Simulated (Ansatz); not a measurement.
# WS2 (Tungstenite) (P6_3/mmc) in Ansatz: a series of runs

One crystal, WS2 (Tungstenite), is run at these levels: RPBE+D3(BJ); tasks: single point, equation of state.

Everything below comes from runs of Ansatz 0.2.0. Logs are shortened: lines on timing, memory, paths and dates and some standing lists are left out, and cuts for length are marked.

**1. The structure**

Symmetry: P6_3/mmc, No. 194, hexagonal system. The conventional cell has a = 3.180 Å, b = 3.180 Å, c = 12.500 Å, α = 90.00°, β = 90.00°, γ = 120.00°. W (site symmetry -6m2) is surrounded by 6 S at 2.41 Å. Around S (site symmetry 3m) lie 3 W at 2.41 Å.

**2. Single point, RPBE+D3(BJ), 17.15 Å³/atom (volume scaled by 0.94)**

input.yaml

```yaml
crystal:
  lattice:
    - [3.1150838257, 0.0, 0.0]
    - [-1.5575419129, 2.697741728, 0.0]
    - [0.0, 0.0, 12.2448263589]
  atoms:
    - { symbol: W, position: [0.6666666667, 0.3333333333, 0.75] }
    - { symbol: W, position: [0.3333333333, 0.6666666667, 0.25] }
    - { symbol: S, position: [0.6666666667, 0.3333333333, 0.375] }
    - { symbol: S, position: [0.3333333333, 0.6666666667, 0.875] }
    - { symbol: S, position: [0.6666666667, 0.3333333333, 0.125] }
    - { symbol: S, position: [0.3333333333, 0.6666666667, 0.625] }
hamiltonian:
  xc: rpbe
  pseudopotentials: { kind: paw }
  dispersion: d3bj
kpoints:
  mp_grid: { grid: [10, 10, 3] }
scf:
  occupations: { method: fermi_dirac, width: 0.05 }
output:
  forces: true
  stress: true
  eigenvalues: true
  write_density: true
  write_potential: true
  elf: true
  volumetric_format: npy
```

Potentials or basis: Ansatz PAW.

Command:

```sh
> ansatz run input.yaml --threads 2 --pin off --max-ram 5120MiB --backend cpu --events-out ev --progress --plain --runs-dir out
```

Standard output:

```text
Warning: RAYON_NUM_THREADS=2 ignored (pool sized by the plan → 2); use --threads N
Engine: ansatz 0.2.0, x86_64-unknown-linux-gnu
Pseudopotentials: kind: paw
Pseudopotential: W, paw, valence charge 14, recommended cutoff 420 eV (normal), W.paw.azcp
Pseudopotential: S, paw, valence charge 6, recommended cutoff 420 eV (normal), S.paw.azcp
Functional definition: RPBE
  parameter kappa = 0.804
  parameter beta = 0.06672455060314922
  exchange = rpbe_x(kappa = kappa, mu = beta*pi^2/3)
  correlation = pbe_c(beta = beta)
Crystal: 6 atoms, lattice volume = 102.902 Å³
Basis set: ecut = 420 eV, 2009 PW (Γ), exchange–correlation on 48×48×180 points (8 copies of the dense FFT grid, shifted against one another)
Bands: 32, of which v1, the nominal top of the filled ones, is band 26 counted from 1 (25 counted from 0)
Symmetry: 24 space group operations
Space group: P63/mmc (ITA 194), of the structure as read, at distance tolerance 4.7e-5 Å
k-points: 28 of 300
Non-local potential: W, projectors of the file, l = 0: 3, l = 1: 2, l = 2: 2, l = 3: 1
Non-local potential: S, projectors of the file, l = 0: 2, l = 1: 2, l = 2: 2
PAW form: soft (Blöchl's): semilocal exchange-correlation on the pseudo side does not see the compensation charge
PAW frozen core: W, regenerated for the run's functional, and the local potential with it (the file was generated under x = pbe(κ = 0.804, μ = 0.2195149727645171), c = pbe(β = 0.06672455060314922))
PAW frozen core: S, regenerated for the run's functional, and the local potential with it (the file was generated under x = pbe(κ = 0.804, μ = 0.2195149727645171), c = pbe(β = 0.06672455060314922))
PAW one-centre angular grid: W, 590 points (default); XC on 64 Gauss nodes
PAW one-centre angular grid: S, 110 points (default); XC on 64 Gauss nodes
Initial density: superposition of atomic densities (neutral atoms: chi_scale 0, normalization atom), corrected by the library's trained network
Initial wavefunctions: pseudopotential atomic-orbital guess
Functional: x = rpbe, c = pbe(β = 0.06672455060314922)
SCF iter   1: F=—  HF=-24434.706928 eV  |F-HF|=—  |Δ(HF+E_count)|=         —  Δρ=6.07e-3  dr2=2.13e-2  ethr=1.77e-3  ⟨swp⟩=6.6  Hψ=4270  notcnv=0
preconditioner: auto → Resta (q_TF=auto, 2.435 Å⁻¹)  ε∞=7.3  [insulator: Δε(μ)=1.100 eV  Ē_g=8.780 eV  σ=0.050 eV  W_gap=1.00  n_scr=26 (ndim 8)  ℏωp=22.0 eV  f_vac=0.017  D(μ)=0.00/eV (n_scr^D=0)  ε∞_Penn≈7.3]
SCF iter   2: F=—  HF=-24434.711453 eV  |F-HF|=—  |Δ(HF+E_count)|=   4.53e-3  Δρ=3.21e-3  dr2=3.18e-3  ethr=4.09e-5  ⟨swp⟩=2.0  Hψ=1586  notcnv=0  defer=17
SCF iter   3: F=—  HF=-24434.717755 eV  |F-HF|=—  |Δ(HF+E_count)|=   6.30e-3  Δρ=1.26e-3  dr2=6.15e-4  ethr=6.12e-6  ⟨swp⟩=2.0  Hψ=1256  notcnv=0  defer=17
SCF iter   4: F=—  HF=-24434.718949 eV  |F-HF|=—  |Δ(HF+E_count)|=   1.19e-3  Δρ=1.27e-4  dr2=2.45e-5  ethr=1.18e-6  ⟨swp⟩=2.0  Hψ=1381  notcnv=0  defer=17
SCF iter   5: F=—  HF=-24434.719026 eV  |F-HF|=—  |Δ(HF+E_count)|=   7.65e-5  Δρ=4.00e-5  dr2=4.58e-6  ethr=4.71e-8  ⟨swp⟩=2.1  Hψ=1380  notcnv=0  defer=17
SCF iter   6: F=—  HF=-24434.719033 eV  |F-HF|=—  |Δ(HF+E_count)|=   7.18e-6  Δρ=1.14e-5  dr2=1.48e-7  ethr=8.81e-9  ⟨swp⟩=2.1  Hψ=1380  notcnv=0  defer=17
SCF iter   7: F=-24434.719033 eV  HF=-24434.719033 eV  |F-HF|=2.44e-8  |Δ(HF+E_count)|=   5.69e-7  Δρ=2.74e-6  dr2=8.40e-9  ethr=1.92e-10  ⟨swp⟩=13.6  Hψ=7099  notcnv=0
SCF 1 converged in 7 iterations: F = -24434.719033 eV  dr2 = 8.40e-9
SCF converged after 7 iterations
Free energy (F): -24434.719033 eV
Harris-Foulkes:  -24434.719033 eV  (|F-HF|=2.44e-8)
Internal energy: -24434.719033 eV  (E = F + TS)
E sigma→0 (E₀):  -24434.719033 eV
Entropy (-TS):   -0.000000 eV (-0.000 meV/atom)
Fermi energy:    12.957281 eV
--- Per-component energies (eV) ---
  E_band       = -344.563273
  E_kinetic    = 1344.897514
  E_local      = -3560.228094  (includes V_loc(G=0)·N_el)
  E_nonlocal   = 111.949990
  E_hartree    = 1431.120288
  E_xc         = -930.118469
  E_vxc        = -835.483700  (∫ρ·V_xc dr)
  E_paw        = -19564.684022  (= ΣΔE_a)
  E_vpaw       = -267.939896  (= ΣTr[D̂ρ^β])
  E_aug_tail   = -0.000115  (compensation charges beyond the density's cutoff)
  E_ewald      = -3254.193876
  E_disp       = -13.280828  (pairwise vdW)
  E_core_change = -0.181421  (= ΣΔE_core)
  E_smearing   = -0.000000  (= −TS)
  E_closure    = -0.000000  (closes the sum)
  Σ components = -24434.719033   (vs F -24434.719033, Δ=0.00e0)
--- Forces (eV/Å), atoms counted from 1 ---
  atom   1  W     -0.00000000    -0.00000000     0.00000000
  atom   2  W      0.00000000     0.00000000     0.00000000
  atom   3  S     -0.00000000    -0.00000000     0.89723332
  atom   4  S     -0.00000000     0.00000000     0.89723332
  atom   5  S      0.00000000    -0.00000000    -0.89723332
  atom   6  S      0.00000000     0.00000000    -0.89723332
  max |Σ_I F_I| component: 1.97e-17 eV/Å
--- Stress (GPa, compression-positive) ---
       -8.263688       0.000000       0.000000
        0.000000      -8.263688       0.000000
        0.000000       0.000000       3.223348
  P = ⅓ Tr σ = -4.4347 GPa (-44.347 kbar)
--- Band table (eV; the first three rows and the last of 28) ---
  k-point 0: bands = ["-62.0957", "-62.0957", "-26.4513", "-26.4513", "-26.2375", "-26.2375", "-26.2375", "-26.2375", "-3.6096", "-3.4102", "-1.8486", "-1.4431", "4.5090", "5.4865", "8.5626", "8.6209", "8.6209", "8.6321", "8.6321", "9.9692", "9.9692", "10.0146", "10.0146", "10.8040", "11.1815", "12.4572", "14.7896", "14.7896", "14.7939", "14.7939", "14.9621", "14.9621"]
  k-point 1: bands = ["-62.0957", "-62.0957", "-26.4513", "-26.4513", "-26.2375", "-26.2375", "-26.2375", "-26.2375", "-3.5658", "-3.4671", "-1.7429", "-1.5413", "4.7161", "5.1926", "8.6236", "8.6236", "8.6292", "8.6292", "9.0128", "9.9630", "9.9805", "9.9805", "10.0032", "10.0032", "11.8232", "12.3026", "14.7870", "14.7870", "14.7877", "14.7877", "15.0108", "15.0108"]
  k-point 2: bands = ["-62.0935", "-62.0935", "-26.4434", "-26.4434", "-26.2799", "-26.2799", "-26.2472", "-26.2472", "-3.4279", "-3.2282", "-1.7795", "-1.3923", "4.7159", "5.6909", "8.1882", "8.2111", "8.2449", "8.7967", "8.8153", "9.3362", "9.6926", "9.7438", "10.0723", "11.0218", "11.1871", "12.1197", "14.6312", "14.6713", "14.7563", "14.7823", "14.8664", "14.9866"]
  k-point 27: bands = ["-62.0698", "-62.0698", "-26.5790", "-26.5790", "-26.4857", "-26.4857", "-26.3593", "-26.3593", "-0.8588", "-0.8374", "-0.7489", "-0.7283", "5.5664", "5.6305", "5.8430", "5.8773", "7.1550", "7.1586", "7.5400", "7.6253", "8.2711", "8.4204", "9.3090", "9.4572", "11.4740", "11.5634", "13.8789", "13.8911", "14.9336", "15.4474", "15.8737", "16.0144"]
```

It took 4.4 s on 2 threads of Intel Xeon Platinum 8259CL at 2.50GHz (Skylake/Cascade Lake), shared host; peak memory 0.48 GiB.

What came out:

- Free energy: -24434.7190 eV
- Pressure: -4.4 GPa
- Largest force: 0.897 eV/Å
- Band gap on the k mesh: 1.11 eV, indirect (least direct gap 2.26 eV)

Caveat: odd divisions of the mesh miss points on the zone boundary, where band edges often lie, so the gap on the mesh can be too wide; spin-orbit coupling is left out, which moves the levels of the heavy elements; the PAW data sets come from PBE, with cores solved anew for the run's functional, which leaves a small shift of forces and pressure.

**3. Single point, RPBE+D3(BJ), 17.52 Å³/atom (volume scaled by 0.96)**

Edit input.yaml of step 2 so:

```diff
@@ -2,5 +2,5 @@
   lattice:
-    - [3.1150838257, 0.0, 0.0]
-    - [-1.5575419129, 2.697741728, 0.0]
-    - [0.0, 0.0, 12.2448263589]
+    - [3.1370217585, 0.0, 0.0]
+    - [-1.5685108793, 2.7167405351, 0.0]
+    - [0.0, 0.0, 12.3310603717]
   atoms:
@@ -24,5 +24 @@
   eigenvalues: true
-  write_density: true
-  write_potential: true
-  elf: true
-  volumetric_format: npy
```

Potentials or basis: Ansatz PAW.

Command:

```sh
> ansatz run input.yaml --threads 2 --pin off --max-ram 5120MiB --backend cpu --events-out ev --progress --plain --runs-dir out
```

Run time: 2.6 s. Hardware: 2 threads of Intel Xeon Platinum 8259CL at 2.50GHz (Skylake/Cascade Lake), shared host; peak memory 0.47 GiB.

Results (log left out):

```yaml
Free_energy: -24434.6335 eV
Pressure: -8.0 GPa
Largest_force: 0.456 eV/Å
Band_gap_on_the_k_mesh: 1.13 eV, indirect (least direct gap 2.20 eV)
```

Caveat: odd divisions of the mesh miss points on the zone boundary, where band edges often lie, so the gap on the mesh can be too wide; spin-orbit coupling is left out, which moves the levels of the heavy elements; the PAW data sets come from PBE, with cores solved anew for the run's functional, which leaves a small shift of forces and pressure.

**4. Single point, RPBE+D3(BJ), 17.88 Å³/atom (volume scaled by 0.98)**

Edit input.yaml of step 3 so:

```diff
@@ -2,5 +2,5 @@
   lattice:
-    - [3.1370217585, 0.0, 0.0]
-    - [-1.5685108793, 2.7167405351, 0.0]
-    - [0.0, 0.0, 12.3310603717]
+    - [3.158657075, 0.0, 0.0]
+    - [-1.5793285375, 2.7354772688, 0.0]
+    - [0.0, 0.0, 12.4161048547]
   atoms:
@@ -24 +24,5 @@
   eigenvalues: true
+  write_density: true
+  write_potential: true
+  elf: true
+  volumetric_format: npy
```

Command:

```sh
> ansatz run input.yaml --threads 2 --pin off --max-ram 5120MiB --backend cpu --events-out ev --progress --plain --runs-dir out
```

It took 4.3 s on 2 threads of Intel Xeon Platinum 8259CL at 2.50GHz (Skylake/Cascade Lake), shared host; peak memory 0.47 GiB.

The run converged. Its results:

* Free energy: -24434.5016 eV
* Pressure: -11.2 GPa
* Largest force: 0.048 eV/Å
* Band gap on the k mesh: 1.15 eV, indirect (least direct gap 2.15 eV)

Caveat: odd divisions of the mesh miss points on the zone boundary, where band edges often lie, so the gap on the mesh can be too wide; spin-orbit coupling is left out, which moves the levels of the heavy elements; the PAW data sets come from PBE, with cores solved anew for the run's functional, which leaves a small shift of forces and pressure.

**5. Single point, RPBE+D3(BJ), 18.24 Å³/atom**

Edit input.yaml of step 4 so:

```diff
@@ -2,5 +2,5 @@
   lattice:
-    - [3.158657075, 0.0, 0.0]
-    - [-1.5793285375, 2.7354772688, 0.0]
-    - [0.0, 0.0, 12.4161048547]
+    - [3.18, 0.0, 0.0]
+    - [-1.59, 2.753960784, 0.0]
+    - [0.0, 0.0, 12.5]
   atoms:
@@ -24,5 +24 @@
   eigenvalues: true
-  write_density: true
-  write_potential: true
-  elf: true
-  volumetric_format: npy
```

Command:

```sh
> ansatz run input.yaml --threads 2 --pin off --max-ram 5120MiB --backend cpu --events-out ev --progress --plain --runs-dir out
```

It took 3.9 s on 2 threads of Intel Xeon Platinum 8259CL at 2.50GHz (Skylake/Cascade Lake), shared host; peak memory 0.47 GiB.

Results (log left out):

```yaml
Free_energy: -24434.3284 eV
Pressure: -14.1 GPa
Largest_force: 0.330 eV/Å
Band_gap_on_the_k_mesh: 1.17 eV, indirect (least direct gap 2.09 eV)
```

Caveat: odd divisions of the mesh miss points on the zone boundary, where band edges often lie, so the gap on the mesh can be too wide; spin-orbit coupling is left out, which moves the levels of the heavy elements; the PAW data sets come from PBE, with cores solved anew for the run's functional, which leaves a small shift of forces and pressure.

**6. Single point, RPBE+D3(BJ), 18.61 Å³/atom (volume scaled by 1.02)**

Edit input.yaml of step 5 so:

```diff
@@ -2,5 +2,5 @@
   lattice:
-    - [3.18, 0.0, 0.0]
-    - [-1.59, 2.753960784, 0.0]
-    - [0.0, 0.0, 12.5]
+    - [3.2010602164, 0.0, 0.0]
+    - [-1.6005301082, 2.7721994664, 0.0]
+    - [0.0, 0.0, 12.5827838695]
   atoms:
@@ -24 +24,5 @@
   eigenvalues: true
+  write_density: true
+  write_potential: true
+  elf: true
+  volumetric_format: npy
```

Potentials or basis: Ansatz PAW.

Command:

```sh
> ansatz run input.yaml --threads 2 --pin off --max-ram 5120MiB --backend cpu --events-out ev --progress --plain --runs-dir out
```

It took 5 s on 2 threads of Intel Xeon Platinum 8259CL at 2.50GHz (Skylake/Cascade Lake), shared host; peak memory 0.48 GiB.

Results (log left out):

```yaml
Free_energy: -24434.1185 eV
Pressure: -16.6 GPa
Largest_force: 0.680 eV/Å
Band_gap_on_the_k_mesh: 1.19 eV, indirect (least direct gap 2.04 eV)
```

Caveat: odd divisions of the mesh miss points on the zone boundary, where band edges often lie, so the gap on the mesh can be too wide; spin-orbit coupling is left out, which moves the levels of the heavy elements; the PAW data sets come from PBE, with cores solved anew for the run's functional, which leaves a small shift of forces and pressure.

**7. Single point, RPBE+D3(BJ), 18.97 Å³/atom (volume scaled by 1.04)**

Edit input.yaml of step 6 so:

```diff
@@ -2,5 +2,5 @@
   lattice:
-    - [3.2010602164, 0.0, 0.0]
-    - [-1.6005301082, 2.7721994664, 0.0]
-    - [0.0, 0.0, 12.5827838695]
+    - [3.2218469041, 0.0, 0.0]
+    - [-1.6109234521, 2.7902012661, 0.0]
+    - [0.0, 0.0, 12.6644925478]
   atoms:
@@ -24,5 +24 @@
   eigenvalues: true
-  write_density: true
-  write_potential: true
-  elf: true
-  volumetric_format: npy
```

Command:

```sh
> ansatz run input.yaml --threads 2 --pin off --max-ram 5120MiB --backend cpu --events-out ev --progress --plain --runs-dir out
```

Run time: 3.8 s. Hardware: 2 threads of Intel Xeon Platinum 8259CL at 2.50GHz (Skylake/Cascade Lake), shared host; peak memory 0.47 GiB.

Results (log left out):

| Property | Result |
| --- | --- |
| Free energy | -24433.8757 eV |
| Pressure | -18.9 GPa |
| Largest force | 1.004 eV/Å |
| Band gap on the k mesh | 1.20 eV, indirect (least direct gap 1.99 eV) |

Caveat: odd divisions of the mesh miss points on the zone boundary, where band edges often lie, so the gap on the mesh can be too wide; spin-orbit coupling is left out, which moves the levels of the heavy elements; the PAW data sets come from PBE, with cores solved anew for the run's functional, which leaves a small shift of forces and pressure; forces of over 1 eV/Å show positions far from the minimum, so gaps and moduli don't describe the material at rest.

**8. Single point, RPBE+D3(BJ), 19.34 Å³/atom (volume scaled by 1.06)**

Edit input.yaml of step 7 so:

```diff
@@ -2,5 +2,5 @@
   lattice:
-    - [3.2218469041, 0.0, 0.0]
-    - [-1.6109234521, 2.7902012661, 0.0]
-    - [0.0, 0.0, 12.6644925478]
+    - [3.2423687753, 0.0, 0.0]
+    - [-1.6211843877, 2.8079737278, 0.0]
+    - [0.0, 0.0, 12.7451602803]
   atoms:
```

Command:

```sh
> ansatz run input.yaml --threads 2 --pin off --max-ram 5120MiB --backend cpu --events-out ev --progress --plain --runs-dir out
```

It took 2.7 s on 2 threads of Intel Xeon Platinum 8259CL at 2.50GHz (Skylake/Cascade Lake), shared host; peak memory 0.49 GiB.

The run converged. Its results:

```
Free energy            : -24433.6039 eV
Pressure               : -20.9 GPa
Largest force          : 1.305 eV/Å
Band gap on the k mesh : 1.21 eV, indirect (least direct gap 1.94 eV)
```

Caveat: odd divisions of the mesh miss points on the zone boundary, where band edges often lie, so the gap on the mesh can be too wide; spin-orbit coupling is left out, which moves the levels of the heavy elements; the PAW data sets come from PBE, with cores solved anew for the run's functional, which leaves a small shift of forces and pressure; forces of over 1 eV/Å show positions far from the minimum, so gaps and moduli don't describe the material at rest.

**9. Equation of state, RPBE+D3(BJ)**

Potentials or basis: Ansatz PAW.

This step only gathers the single runs of the series.

What came out:

- Equilibrium volume: 16.75 Å³/atom (rough: see the caveat)
- Bulk modulus at fixed shape and positions: 198 GPa (rough)

Energy against volume, from the lowest point:
| volume (Å³/atom) | energy (meV/atom) |
| --- | --- |
| 17.150 | 0.00 |
| 17.515 | 14.26 |
| 17.880 | 36.24 |
| 18.245 | 65.10 |
| 18.610 | 100.10 |
| 18.975 | 140.55 |
| 19.340 | 185.86 |

Caveat: the potentials were made for another functional, which shifts forces and pressure; the minimum lies outside the volumes run; the cell was scaled at fixed shape and fractional positions, which overstates the stiffness of a crystal with free parameters, most of all of layers and chains. Spin-orbit coupling is left out, which matters for the levels of W.
